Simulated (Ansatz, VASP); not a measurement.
## One calculation of Ta, two programs

File INCAR:

```
ALGO = Normal
EDIFF = 1E-7
EDIFFG = -0.005
ENCUT = 600
GGA = PE
IBRION = 2
ISIF = 3
ISMEAR = -1
LASPH = True
LCHARG = False
LREAL = False
LWAVE = False
NELM = 80
NSW = 60
PREC = Accurate
SIGMA = 0.1
```

The input KPOINTS:

```
k-points
0
Gamma
  16 16 16
```

File POSCAR:

```
Ta
1.0
    0.0000000000      2.0923759827      2.0923759827
    2.0923759827      0.0000000000      2.0923759827
    2.0923759827      2.0923759827      0.0000000000
Ta
1
Direct
    0.0000000000      0.0000000000      0.0000000000
```

Input for Ansatz:

```yaml
crystal:
  lattice:
    - [0.0, 2.0923759827, 2.0923759827]
    - [2.0923759827, 0.0, 2.0923759827]
    - [2.0923759827, 2.0923759827, 0.0]
  atoms:
    - { symbol: Ta, position: [0.0, 0.0, 0.0] }
kpoints:
  mp_grid: { grid: [16, 16, 16] }
scf:
  occupations: { method: fermi_dirac, width: 0.1 }
hamiltonian:
  xc: pbe
  pseudopotentials: { kind: paw }
output:
  forces: true
  stress: true
relax:
  f_tol: 0.005
  max_steps: 40
  cell: {}
```

Alike in both runs: task relaxation of cell and atoms; functional PBE; k mesh 16 × 16 × 16; occupations fermi-dirac, width 0.1 eV; no spin polarisation.

|  | VASP | Ansatz |
| --- | --- | --- |
| version | VASP 6.6.1 | Ansatz 0.2.0 |
| potentials or method | VASP PAW PBE potentials, release 64 (Ta_pv) | PAW with Ansatz's default frozen-core files, scalar-relativistic |
| plane-wave cutoff (eV) | 600 | 420 |
| valence electrons in the cell | 11 | 13 |

```csv
,VASP,Ansatz,Ansatz less VASP
relaxed volume (Å³/atom),18.85,18.85,-0.003
relaxed cell length with the largest relative difference (Å),2.987,2.987,-0.0002
energy change over the relaxation (meV/atom),-9,-9,+0.2
```

The two sets of potentials don't hold the same shells in valence.

Spin-orbit coupling is left out, which matters for the levels of Ta.
